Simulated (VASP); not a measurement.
# Mo (Fmmm) in VASP: notebook

Runs on Mo. Level: PBE. Tasks: single point, relaxation of cell and atoms.

Everything below comes from runs of VASP 6.6.1. Logs are shortened: lines on timing, memory, paths and dates and some standing lists are left out, and cuts for length are marked.

## 1. The crystal as given

The structure is orthorhombic, space group Fmmm (No. 69). Conventional cell: a = 3.156 Å, b = 4.437 Å, c = 4.511 Å, α = 90.00°, β = 90.00°, γ = 90.00°. Around Mo (site symmetry mmm) lie 8 Mo at 2.72 to 2.75 Å.

The cell was built by a generator and needn't be a form met in nature.

## 2. Single point, PBE

Input file INCAR:

```
  ALGO = Normal
  EDIFF = 1E-7
  ENCUT = 520
  GGA = PE
  ISIF = 2
  ISMEAR = 0
  LASPH = True
  LCHARG = False
  LREAL = False
  LWAVE = False
  NBANDS = 36
  NELM = 100
  PREC = Accurate
  SIGMA = 0.1
```

Input file KPOINTS:

```
k-points
0
Gamma
  6 6 4
```

Input file POSCAR:

```
Mo
1.0
    2.2106461531     -1.5781085228      0.1850994173
    2.2106461531      1.5781085228      0.1850994173
   -0.7547211716      0.0000000000      8.9911898808
Mo
4
Direct
    0.7500478705      0.7499589683      0.1250021373
    0.2500410317      0.2499521295      0.3749978627
    0.2499521295      0.2500410317      0.8749978627
    0.7499589683      0.7500478705      0.6250021373
```

Potentials or basis: VASP PAW PBE potentials, release 64 (Mo_sv).

The run is started by

```bash
$ cat potpaw_PBE.64/Mo_sv/POTCAR > POTCAR
$ mpirun -np 1 vasp_std > vasp.out
```

OUTCAR:

```text
EDIFF = 1E-7
   ENCUT = 520
   GGA = PE
   ISIF = 2
   ISMEAR = 0
   LASPH = True
   LREAL = False
   NELM = 100
   PREC = Accurate

 ion  position               nearest neighbor table
   1  0.750  0.750  0.125-   3 2.75   2 2.75   2 2.75   3 2.75   2 3.16   3 3.16   2 3.16   3 3.16

   2  0.250  0.250  0.375-   4 2.75   1 2.75   1 2.75   4 2.75   1 3.16   4 3.16   1 3.16   4 3.16

   3  0.250  0.250  0.875-   1 2.75   4 2.75   4 2.75   1 2.75   4 3.16   1 3.16   4 3.16   1 3.16

   4  0.750  0.750  0.625-   2 2.75   3 2.75   3 2.75   2 2.75   3 3.16   2 3.16   3 3.16   2 3.16

  LATTYP: Found a base centered monoclinic cell.
 ALAT       =     4.4367637794
 B/A-ratio  =     0.7113782032
 C/A-ratio  =     2.0336466861
 COS(beta)  =    -0.0002077058

  Lattice vectors:

 A1 = (   2.2106461531,  -1.5781085228,   0.1850994173)
 A2 = (   2.2106461531,   1.5781085228,   0.1850994173)
 A3 = (  -0.7547211716,   0.0000000000,   8.9911898808)

Analysis of symmetry for initial positions (statically):
=====================================================================
 Subroutine PRICEL returns:
 Original cell was already a primitive cell.

 Routine SETGRP: Setting up the symmetry group for a
 base centered monoclinic supercell.

 Subroutine GETGRP returns: Found  4 space group operations
 (whereof  2 operations were pure point group operations)
 out of a pool of  4 trial point group operations.

The static configuration has the point symmetry S_2 .
 The point group associated with its full space group is C_2h.

Analysis of symmetry for dynamics (positions and initial velocities):
=====================================================================
 Subroutine PRICEL returns:
 Original cell was already a primitive cell.

 Routine SETGRP: Setting up the symmetry group for a
 base centered monoclinic supercell.

 Subroutine GETGRP returns: Found  4 space group operations
 (whereof  2 operations were pure point group operations)
 out of a pool of  4 trial point group operations.

The dynamic configuration has the point symmetry S_2 .
 The point group associated with its full space group is C_2h.

 Subroutine INISYM returns: Found  4 space group operations
 (whereof  2 operations are pure point group operations),
 and found     1 'primitive' translations

----------------------------------------------------------------------------------------

                                     Primitive cell

  volume of cell :      63.1750

  direct lattice vectors                    reciprocal lattice vectors
     2.210646153 -1.578108523  0.185099417     0.224599643 -0.316834991  0.018852911
     2.210646153  1.578108523  0.185099417     0.224599643  0.316834991  0.018852911
    -0.754721172  0.000000000  8.991189881    -0.009247555  0.000000000  0.110443744

  length of vectors
     2.722433602  2.722433602  9.022809957     0.388824952  0.388824952  0.110830221

  position of ions in fractional coordinates (direct lattice)
     0.750047870  0.749958968  0.125002137
     0.250041032  0.249952130  0.374997863
     0.249952130  0.250041032  0.874997863
     0.749958968  0.750047870  0.625002137

  ion indices of the primitive-cell ions
   primitive index   ion index
                 1           1
                 2           2
                 3           3
                 4           4

----------------------------------------------------------------------------------------

 KPOINTS: k-points

Automatic generation of k-mesh.
 Grid dimensions read from file:
 generate k-points for:    6    6    4

 Generating k-lattice:

  Cartesian coordinates                     Fractional coordinates (reciprocal lattice)
     0.037433274 -0.052805832  0.003142152     0.166666667 -0.000000000  0.000000000
     0.037433274  0.052805832  0.003142152    -0.000000000  0.166666667  0.000000000
    -0.002311889  0.000000000  0.027610936    -0.000000000 -0.000000000  0.250000000

  Length of vectors
     0.064804159  0.064804159  0.027707555

  Shift w.r.t. Gamma in fractional coordinates (k-lattice)
     0.000000000  0.000000000  0.000000000

 Subroutine IBZKPT returns following result:
 ===========================================

 Found     47 irreducible k-points:

 Following reciprocal coordinates:
            Coordinates               Weight
  0.000000  0.000000  0.000000      1.000000
  0.166667 -0.000000  0.000000      4.000000
  0.333333 -0.000000 -0.000000      4.000000
  0.500000 -0.000000  0.000000      2.000000
  0.166667  0.166667  0.000000      2.000000
  0.333333  0.166667  0.000000      4.000000
[... 16 lines left out ...]
 -0.333333  0.166667  0.250000      4.000000
 -0.166667  0.166667  0.250000      4.000000
 [... further k-points ...]
   k-points           NKPTS =     47   k-points in BZ     NKDIM =     47   number of bands    NBANDS=     36
   number of dos      NEDOS =    301   number of ions     NIONS =      4
   total plane-waves  NPLWV =  28000
   dimension x,y,z NGX =    20 NGY =   20 NGZ =   70
   dimension x,y,z NGXF=    40 NGYF=   40 NGZF=  140
   ions per type =               4
   NGX,Y,Z   is equivalent  to a cutoff of  12.21, 12.21, 12.90 a.u.
   NGXF,Y,Z  is equivalent  to a cutoff of  24.43, 24.43, 25.80 a.u.
 SYSTEM =  unknown system
   PREC   = accura    normal or accurate (medium, high low for compatibility)
   ISTART =      0    job   : 0-new  1-cont  2-samecut
   ICHARG =      2    charge: 1-file 2-atom 10-const
   ISPIN  =      1    spin polarized calculation?
   LNONCOLLINEAR =      F non collinear calculations
   LSORBIT =      F    spin-orbit coupling
   LASPH  =      T    aspherical Exc in radial PAW
   ENCUT  =  520.0 eV  38.22 Ry    6.18 a.u.   5.06  5.06 16.78*2*pi/ulx,y,z
   NELM   =    100;   NELMIN=  2; NELMDL= -5     # of ELM steps
   EDIFF  = 0.1E-06   stopping-criterion for ELM
   LREAL  =      F    real-space projection
   EDIFFG = 0.1E-05   stopping-criterion for IOM
   NSW    =      0    number of steps for IOM
   IBRION =     -1    ionic relax: 0-MD 1-quasi-New 2-CG
   NFREE  =      0    steps in history (QN), initial steepest desc. (CG)
   ISIF   =      2    stress and relaxation
   ISYM   =      2    0-nonsym 1-usesym 2-fastsym
   POTIM  = 0.5000    time-step for ionic-motion
   TEBEG  =    0.0;   TEEND  =   0.0 temperature during run
   PSTRESS=    0.0 pullay stress
   NELECT =      56.0000    total number of electrons
   NUPDOWN=      -1.0000    fix difference up-down
   EMIN   =  10.00;   EMAX   =-10.00  energy-range for DOS
   EFERMI =   0.00;   METHOD = LEGACY
   ISMEAR =     0;   SIGMA  =   0.10  broadening in eV -4-tet -1-fermi 0-gaus
   EFERMI_NEDOS =   21; number of points for ismear=-14 and -15
   IALGO  =     38    algorithm
   IMIX   =      4    mixing-type and parameters
     AMIX     =   0.40;   BMIX     =  1.00
     AMIX_MAG =   1.60;   BMIX_MAG =  1.00
  volume/ion in A,a.u.               =      15.79       106.58
  Fermi-wavevector in a.u.,A,eV,Ry     =   1.572615  2.971812 33.648828  2.473119
  Thomas-Fermi vector in A             =   2.674023
   LORBIT       =      0    0 simple, 1 ext, 2 COOP (PROOUT), +10 PAW based schemes
   GGA     = PE    functional components
   LHFCALC =     F    Hartree Fock is set to
   AEXX    =    0.0000 exact exchange contribution
   IVDW    =     0    specifies the selected vdW correction
   LEPSILON=     F    determine dielectric tensor
   LRPA    =     F    only Hartree local field effects (RPA)
 non-spin polarized calculation
 Gauss-broadening in eV      SIGMA  =   0.10
  energy-cutoff  :      520.00
  volume of cell :       63.17
 maximum number of plane-waves:      1732
   NGX = 11   NGY = 11   NGZ = 33

 number of electron      56.0000000 magnetization

 Free energy of the ion-electron system (eV)
  ---------------------------------------------------
  ext. energy  EPLUGINS =         0.00000000
  ---------------------------------------------------
  free energy    TOTEN  =       -43.87222740 eV

  energy without entropy =      -43.86343079  energy(sigma->0) =      -43.86782910

 E-fermi :  12.4240     XC(G=0): -13.3355

 val. band max:       12.3198574153   @ k =  -0.3333   0.3333   0.2500
 cond. band min:      12.4389832217   @ k =   0.1667   0.1667   0.2500
 fundamental gap:      0.1191258064
 Fermi energy:        12.4239893634

 k-point     1 :       0.0000    0.0000    0.0000
  band No.  band energies     occupation
      1     -48.8744      2.00000
      2     -48.7557      2.00000
      3     -48.7556      2.00000
      4     -48.6342      2.00000
      5     -23.5067      2.00000
      6     -22.8724      2.00000
[... 28 lines left out ...]
     35      14.0748      0.00000
     36      14.1461      0.00000

 k-point     2 :       0.1667   -0.0000    0.0000
  band No.  band energies     occupation
      1     -48.8257      2.00000
      2     -48.7222      2.00000
      3     -48.7221      2.00000
      4     -48.6168      2.00000
      5     -23.3929      2.00000
      6     -22.9692      2.00000
[... 28 lines left out ...]
     35      14.4913      0.00000
     36      14.4922      0.00000

 k-point     3 :       0.3333   -0.0000   -0.0000
  band No.  band energies     occupation
      1     -48.7152      2.00000
      2     -48.6544      2.00000
      3     -48.6544      2.00000
      4     -48.5935      2.00000
      5     -23.3067      2.00000
      6     -23.3067      2.00000
[... 28 lines left out ...]
     35      14.6783      0.00000
     36      14.7281      0.00000

 k-point     4 :       0.5000   -0.0000    0.0000
  band No.  band energies     occupation
      1     -48.6204      2.00000
      2     -48.6204      2.00000
      3     -48.6201      2.00000
      4     -48.6201      2.00000
      5     -23.5162      2.00000
      6     -23.5161      2.00000
[... 28 lines left out ...]
     35      14.8815      0.00000
     36      14.8816      0.00000

 k-point     5 :       0.1667    0.1667    0.0000
  band No.  band energies     occupation
      1     -48.8088      2.00000
      2     -48.6988      2.00000
      3     -48.6988      2.00000
      4     -48.5867      2.00000
      5     -23.4011      2.00000
      6     -22.8494      2.00000
[... 655 lines left out ...]
 k-point    22 :       0.5000    0.1667    0.2500
  band No.  band energies     occupation
      1     -48.6347      2.00000
      2     -48.6123      2.00000
      3     -48.5808      2.00000
      4     -48.5586      2.00000
      5     -23.4227      2.00000
      6     -23.3775      2.00000
[... 28 lines left out ...]
     35      15.8543      0.00000
     36      16.8255      0.00000

 k-point    23 :      -0.3333    0.1667    0.2500
  band No.  band energies     occupation
      1     -48.6367      2.00000
      2     -48.6271      2.00000
      3     -48.6139      2.00000
      4     -48.6047      2.00000
      5     -23.3186      2.00000
      6     -23.2922      2.00000
[... 28 lines left out ...]
     35      14.8243      0.00000
     36      15.1862      0.00000

 k-point    24 :      -0.1667    0.1667    0.2500
  band No.  band energies     occupation
      1     -48.7483      2.00000
      2     -48.7103      2.00000
      3     -48.6563      2.00000
      4     -48.6180      2.00000
      5     -23.2020      2.00000
      6     -23.1999      2.00000
[... 28 lines left out ...]
     35      14.6368      0.00000
     36      14.7800      0.00000

 [... further k-points ...]

------------------------ aborting loop because EDIFF is reached ----------------------------------------

  FORCE on cell =-STRESS in cart. coord.  units (eV):
  Direction    XX          YY          ZZ          XY          YZ          ZX
  --------------------------------------------------------------------------------------
  -------------------------------------------------------------------------------------
  Total        0.2031403      0.1411136      0.1468449      0.0000000      0.0000000      0.0168937
  in kB        5.1518318      3.5787765      3.7241268      0.0000000      0.0000000      0.4284397
  external PRESSURE =       4.1515784 kB  Pullay stress =       0.0000000 kB

 VOLUME and BASIS-vectors are now :
 -----------------------------------------------------------------------------
  energy-cutoff  :      520.00
  volume of cell :       63.17
      direct lattice vectors                 reciprocal lattice vectors
     2.210646153 -1.578108523  0.185099417     0.224599643 -0.316834991  0.018852911
     2.210646153  1.578108523  0.185099417     0.224599643  0.316834991  0.018852911
    -0.754721172  0.000000000  8.991189881    -0.009247555  0.000000000  0.110443744

 POSITION                                       TOTAL-FORCE (eV/Angst)
 -----------------------------------------------------------------------------------
      3.22164     -0.00014      1.40157        -0.000144      0.000596     -0.000501
      0.82229     -0.00014      3.46423         0.000144      0.000596      0.000501
      0.44493      0.00014      7.95982         0.000144     -0.000596      0.000501
      2.84428      0.00014      5.89716        -0.000144     -0.000596     -0.000501
 -----------------------------------------------------------------------------------
    total drift:                               -0.000000     -0.000000     -0.000000

  FREE ENERGIE OF THE ION-ELECTRON SYSTEM (eV)
  ---------------------------------------------------
  free  energy   TOTEN  =       -43.8722273987 eV

  energy  without entropy=      -43.8634307921  energy(sigma->0) =      -43.86782910
```

Wall time 51 s (1 thread of AMD EPYC 9R45 (Zen 5), shared host); peak memory 0.18 GiB.

Results:

| Quantity | Value |
| --- | --- |
| Free energy | -43.8722 eV |
| Pressure | 0.4 GPa |
| Band gap on the k mesh | none (metal or under the smearing width) |

Stress tensor (GPa, compression positive):
```
0.52 0.00 0.04
0.00 0.36 0.00
0.04 0.00 0.37
```

Caveat: the k mesh is coarse (spacing up to 0.41 Å⁻¹), so the values aren't converged.

(Part 1 of 2 ends here.)
